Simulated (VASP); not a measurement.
GaP, 2 atoms in the cell. It takes space group F-43m (No. 216, cubic). The conventional cell has a = 5.451 Å, b = 5.451 Å, c = 5.451 Å, α = 90.00°, β = 90.00°, γ = 90.00°. Ga (site symmetry -43m) has 4 P at 2.36 Å as nearest neighbours. P (site symmetry -43m) is surrounded by 4 Ga at 2.36 Å. 

```yaml
Program: VASP 6.6.1
Task: single point
Functional: PBEsol
Potentials_or_basis: VASP PAW PBE potentials, release 64 (Ga_d, P)
Cutoff: 520 eV
k_mesh: 8 × 8 × 8
Occupations: fermi-dirac, width 0.05 eV
Spin: no spin polarisation
Ladder: free
Further_INCAR_settings: ALGO = Normal; EDIFF = 1e-07; NBANDS = 16
```

Potentials or basis: VASP PAW PBE potentials, release 64 (Ga_d, P).

Command:

```console
$ cat potpaw_PBE.64/Ga_d/POTCAR potpaw_PBE.64/P/POTCAR > POTCAR
$ mpirun -np 1 vasp_std > vasp.out
```

Hardware: 1 thread of Intel(R) Xeon(R) Platinum 8375C CPU @ 2.90GHz (Ice Lake) (shared host).

Q: Estimate the wall time of this run.

A: It took 39 s on 1 thread of Intel(R) Xeon(R) Platinum 8375C CPU @ 2.90GHz (Ice Lake), with other jobs on the host, peak memory 0.17 GiB. Counts: scf iterations 14, k points 29.
